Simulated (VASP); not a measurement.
# In (P6_3/mmc) in VASP: a series of runs

Runs on In. Level: PBE. Tasks: single point.

Everything below comes from runs of VASP 6.6.1. Logs are shortened: lines on timing, memory, paths and dates and some standing lists are left out, and cuts for length are marked.

## 1. The structure

Symmetry: P6_3/mmc, No. 194, hexagonal system. Conventional cell: a = 3.335 Å, b = 3.335 Å, c = 5.509 Å, α = 90.00°, β = 90.00°, γ = 120.00°. In (site symmetry -6m2) has 12 In at 3.34 to 3.36 Å as nearest neighbours.

This isn't the form of In at room conditions, which is tetragonal.

## 2. Single point, PBE

File INCAR:

```
  PREC = Accurate
  ENCUT = 250
  EDIFF = 1E-6
  ISMEAR = 1
  SIGMA = 0.2
  LREAL = False
  LASPH = True
  NELM = 100
  ALGO = Normal
  ISIF = 2
  LWAVE = False
  LCHARG = False
  GGA = PE
  NBANDS = 20
  ADDGRID = False
```

File KPOINTS:

```
regular mesh
0
Gamma
  8 8 4
```

File POSCAR:

```
In
1.0
    3.3354847820      0.0000000000      0.0000000000
   -1.6677423910      2.8886145552      0.0000000000
    0.0000000000      0.0000000000      5.5091429200
In
2
Direct
    0.6666666667      0.3333333333      0.7500000000
    0.3333333333      0.6666666667      0.2500000000
```

Potentials or basis: VASP PAW PBE potentials, release 64 (In_d).

On the command line:

```bash
$ cat potpaw_PBE.64/In_d/POTCAR > POTCAR
$ mpirun -np 1 vasp_std > vasp.out
```

OUTCAR:

```text
PREC = Accurate
   ENCUT = 250
   EDIFF = 1E-6
   ISMEAR = 1
   LREAL = False
   LASPH = True
   NELM = 100
   ISIF = 2
   GGA = PE

 Found     30 irreducible k-points:

 Following reciprocal coordinates:
            Coordinates               Weight
  0.000000  0.000000  0.000000      1.000000
  0.125000  0.000000  0.000000      6.000000
  0.250000  0.000000  0.000000      6.000000
  0.375000  0.000000  0.000000      6.000000
  0.500000  0.000000  0.000000      3.000000
  0.125000  0.125000  0.000000      6.000000
   k-points           NKPTS =     30   k-points in BZ     NKDIM =     30   number of bands    NBANDS=     20
   number of dos      NEDOS =    301   number of ions     NIONS =      2
   total plane-waves  NPLWV =   9072
   dimension x,y,z NGX =    18 NGY =   18 NGZ =   28
   dimension x,y,z NGXF=    36 NGYF=   36 NGZF=   56
   ions per type =               2
   NGX,Y,Z   is equivalent  to a cutoff of   8.97,  8.97,  8.45 a.u.
   NGXF,Y,Z  is equivalent  to a cutoff of  17.94, 17.94, 16.90 a.u.
 SYSTEM =  unknown system
   PREC   = accura    normal or accurate (medium, high low for compatibility)
   ISTART =      0    job   : 0-new  1-cont  2-samecut
   ICHARG =      2    charge: 1-file 2-atom 10-const
   ISPIN  =      1    spin polarized calculation?
   LNONCOLLINEAR =      F non collinear calculations
   LSORBIT =      F    spin-orbit coupling
   LASPH  =      T    aspherical Exc in radial PAW
   ENCUT  =  250.0 eV  18.37 Ry    4.29 a.u.   4.30  4.30  7.10*2*pi/ulx,y,z
   NELM   =    100;   NELMIN=  2; NELMDL= -5     # of ELM steps
   EDIFF  = 0.1E-05   stopping-criterion for ELM
[... 18 lines left out ...]
     AMIX     =   0.40;   BMIX     =  1.00
     AMIX_MAG =   1.60;   BMIX_MAG =  1.00
  volume/ion in A,a.u.               =      26.54       179.10
  Fermi-wavevector in a.u.,A,eV,Ry     =   1.290491  2.438675 22.658704  1.665368
  Thomas-Fermi vector in A             =   2.422320
   LORBIT       =      0    0 simple, 1 ext, 2 COOP (PROOUT), +10 PAW based schemes
   GGA     = PE    functional components
[... 5 lines left out ...]
 non-spin polarized calculation
 Methfessel and Paxton  Order N= 1 SIGMA  =   0.20
  energy-cutoff  :      250.00
  volume of cell :       53.08
 maximum number of plane-waves:       494
 NGX is ok and might be reduce to    18
   NGX =  9   NGY =  9   NGZ = 15

 number of electron      26.0000040 magnetization

 Free energy of the ion-electron system (eV)
  ---------------------------------------------------
  ext. energy  EPLUGINS =         0.00000000
  ---------------------------------------------------
  free energy    TOTEN  =        -5.01020845 eV

  energy without entropy =       -5.00772431  energy(sigma->0) =       -5.00938041

 E-fermi :   7.4387     XC(G=0): -10.1878

 val. band max:        7.2279930736   @ k =   0.2500   0.2500   0.0000
 cond. band min:       7.4578513816   @ k =   0.2500   0.2500   0.5000
 fundamental gap:      0.2298583080
 Fermi energy:         7.4386896293

 k-point     1 :       0.0000    0.0000    0.0000
  band No.  band energies     occupation
      1      -7.3015      2.00000
      2      -7.2484      2.00000
      3      -7.2026      2.00000
      4      -7.2026      2.00000
      5      -7.1760      2.00000
      6      -7.1760      2.00000
[... 12 lines left out ...]
     19      18.2689      0.00000
     20      18.7379      0.00000

 k-point     2 :       0.1250    0.0000    0.0000
  band No.  band energies     occupation
      1      -7.2916      2.00000
      2      -7.2446      2.00000
      3      -7.1905      2.00000
      4      -7.1665      2.00000
      5      -7.1600      2.00000
      6      -7.1430      2.00000
[... 12 lines left out ...]
     19      18.1343      0.00000
     20      19.2337      0.00000

 k-point     3 :       0.2500    0.0000    0.0000
  band No.  band energies     occupation
      1      -7.3400      2.00000
      2      -7.2177      2.00000
      3      -7.2097      2.00000
      4      -7.1764      2.00000
      5      -7.1713      2.00000
      6      -7.0784      2.00000
[... 12 lines left out ...]
     19      17.1139      0.00000
     20      18.6316      0.00000

 k-point     4 :       0.3750    0.0000    0.0000
  band No.  band energies     occupation
      1      -7.3968      2.00000
      2      -7.2860      2.00000
      3      -7.2481      2.00000
      4      -7.2037      2.00000
      5      -7.1123      2.00000
      6      -7.0910      2.00000
[... 12 lines left out ...]
     19      16.0655      0.00000
     20      17.8371      0.00000

 k-point     5 :       0.5000    0.0000    0.0000
  band No.  band energies     occupation
      1      -7.4202      2.00000
      2      -7.3190      2.00000
      3      -7.2627      2.00000
      4      -7.2164      2.00000
      5      -7.1093      2.00000
      6      -7.0863      2.00000
[... 12 lines left out ...]
     19      15.6807      0.00000
     20      17.5393      0.00000

 k-point     6 :       0.1250    0.1250    0.0000
  band No.  band energies     occupation
      1      -7.2741      2.00000
      2      -7.2661      2.00000
      3      -7.1810      2.00000
      4      -7.1705      2.00000
      5      -7.1608      2.00000
      6      -7.1517      2.00000
[... 12 lines left out ...]
     19      17.7646      0.00000
     20      18.1746      0.00000

 [... further k-points ...]

------------------------ aborting loop because EDIFF is reached ----------------------------------------

  FORCE on cell =-STRESS in cart. coord.  units (eV):
  Direction    XX          YY          ZZ          XY          YZ          ZX
  --------------------------------------------------------------------------------------
  -------------------------------------------------------------------------------------
  Total        0.2924300      0.2924300      0.7546223      0.0000000     -0.0000000      0.0000000
  in kB        8.8267303      8.8267303     22.7775830      0.0000000     -0.0000000      0.0000000
  external PRESSURE =      13.4770145 kB  Pullay stress =       0.0000000 kB

 VOLUME and BASIS-vectors are now :
 -----------------------------------------------------------------------------
  energy-cutoff  :      250.00
  volume of cell :       53.08
      direct lattice vectors                 reciprocal lattice vectors
     3.335484782  0.000000000  0.000000000     0.299806495  0.173093360  0.000000000
    -1.667742391  2.888614555  0.000000000     0.000000000  0.346186721  0.000000000
     0.000000000  0.000000000  5.509142920     0.000000000  0.000000000  0.181516438

 POSITION                                       TOTAL-FORCE (eV/Angst)
 -----------------------------------------------------------------------------------
      1.66774      0.96287      4.13186         0.000000     -0.000000      0.000000
     -0.00000      1.92574      1.37729         0.000000      0.000000      0.000000
 -----------------------------------------------------------------------------------
    total drift:                                0.000000     -0.000000      0.000000

  FREE ENERGIE OF THE ION-ELECTRON SYSTEM (eV)
  ---------------------------------------------------
  free  energy   TOTEN  =        -5.0102084523 eV

  energy  without entropy=       -5.0077243108  energy(sigma->0) =       -5.00938041
```

It took 4.8 s on 1 thread of Intel Xeon 6975P-C (Granite Rapids), shared host; peak memory 0.12 GiB.

These settings aren't checked as converged: the numbers below hold their error.

What came out:

* Free energy: -5.0102 eV
* Band gap on the k mesh: none (metal or under the smearing width)

Caveat: the cutoff is under 1.25 times the usual one of these potentials, so pressure, stress and relaxed cells hold a basis-set (Pulay) error.

## 3. Single point, PBE

INCAR: that of step 2 with these lines changed.

```diff
@@ -1,3 +1,3 @@
   PREC = Accurate
-  ENCUT = 250
+  ENCUT = 600
   EDIFF = 1E-6
```

File KPOINTS:

```
regular mesh
0
Gamma
  5 5 3
```

POSCAR is that of step 2.

Potentials or basis: VASP PAW PBE potentials, release 64 (In_d).

On the command line:

```bash
$ cat potpaw_PBE.64/In_d/POTCAR > POTCAR
$ mpirun -np 1 vasp_std > vasp.out
```

It took 7 s on 1 thread of Intel Xeon 6975P-C (Granite Rapids), shared host; peak memory 0.18 GiB.

These settings aren't checked as converged: the numbers below hold their error.

Results:

```yaml
Free_energy: -5.1289 eV
Pressure: 1.2 GPa
Band_gap_on_the_k_mesh: none (metal or under the smearing width)
```

Caveat: the k mesh is coarse (spacing up to 0.44 Å⁻¹), so the values aren't converged.

## 4. Single point, PBE

INCAR: that of step 3 with these lines changed.

```diff
@@ -1,3 +1,3 @@
   PREC = Accurate
-  ENCUT = 600
+  ENCUT = 200
   EDIFF = 1E-6
```

File KPOINTS:

```
regular mesh
0
Gamma
  10 10 5
```

POSCAR is that of step 3.

On the command line:

```bash
$ cat potpaw_PBE.64/In_d/POTCAR > POTCAR
$ mpirun -np 1 vasp_std > vasp.out
```

Wall time 7.2 s (1 thread of Intel Xeon 6975P-C (Granite Rapids), shared host); peak memory 0.12 GiB.

The run converged, but a check on its numbers failed (symmetry, net force, bounds or a known fault of this set-up), so they aren't taken as properties of the crystal.

Caveat: the cutoff lies under the usual one of these potentials, so the numbers hold a large basis-set error.

## 5. Single point, PBE

INCAR: that of step 4 with these lines changed.

```diff
@@ -1,3 +1,3 @@
   PREC = Accurate
-  ENCUT = 200
+  ENCUT = 350
   EDIFF = 1E-6
```

File KPOINTS:

```
regular mesh
0
Gamma
  8 8 4
```

POSCAR is that of step 4.

On the command line:

```bash
$ cat potpaw_PBE.64/In_d/POTCAR > POTCAR
$ mpirun -np 1 vasp_std > vasp.out
```

It took 7.2 s on 1 thread of Intel Xeon 6975P-C (Granite Rapids), shared host; peak memory 0.14 GiB.

These settings aren't checked as converged: the numbers below hold their error.

What came out:

| Quantity | Value |
| --- | --- |
| Free energy | -5.0076 eV |
| Pressure | 1.0 GPa |
| Band gap on the k mesh | none (metal or under the smearing width) |
